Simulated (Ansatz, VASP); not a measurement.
**MgO: VASP beside Ansatz**

```
CELL_PARAMETERS angstrom
4.25438 0.00000 0.00000
0.00000 4.25438 0.00000
0.00000 0.00000 4.25438
ATOMIC_POSITIONS crystal
Mg 0.00000 0.00000 0.00000
Mg 0.00000 0.50000 0.50000
Mg 0.50000 0.00000 0.50000
Mg 0.50000 0.50000 0.00000
O 0.00000 0.00000 0.50000
O 0.00000 0.50000 0.00000
O 0.50000 0.00000 0.00000
O 0.50000 0.50000 0.50000
```

The cell is a database's computed one.

Alike in both runs: task single point; functional PBE; k mesh 3 × 3 × 3; no spin polarisation.

|  | VASP | Ansatz |
| --- | --- | --- |
| version | VASP 6.6.1 | Ansatz 0.2.0 |
| potentials or method | VASP PAW PBE potentials, release 64 (Mg, O) | plane-wave PAW DFT |
| plane-wave cutoff (eV) | 520 | 420 |
| occupations | gaussian, width 0.01 eV | fixed |
| valence electrons in the cell | 32 | 64 |

Ansatz gave:

```
gap on the k mesh at the Fermi level (eV) : 4.46
```

Task: What did VASP give for the same quantities?

Result: gap on the k mesh at the Fermi level (eV): 4.44.

The two sets of potentials don't hold the same shells in valence.

Caveats: the k mesh is coarse (spacing up to 0.49 Å⁻¹), so the values aren't converged. As with any semilocal functional, this PBE gap is likely too small.
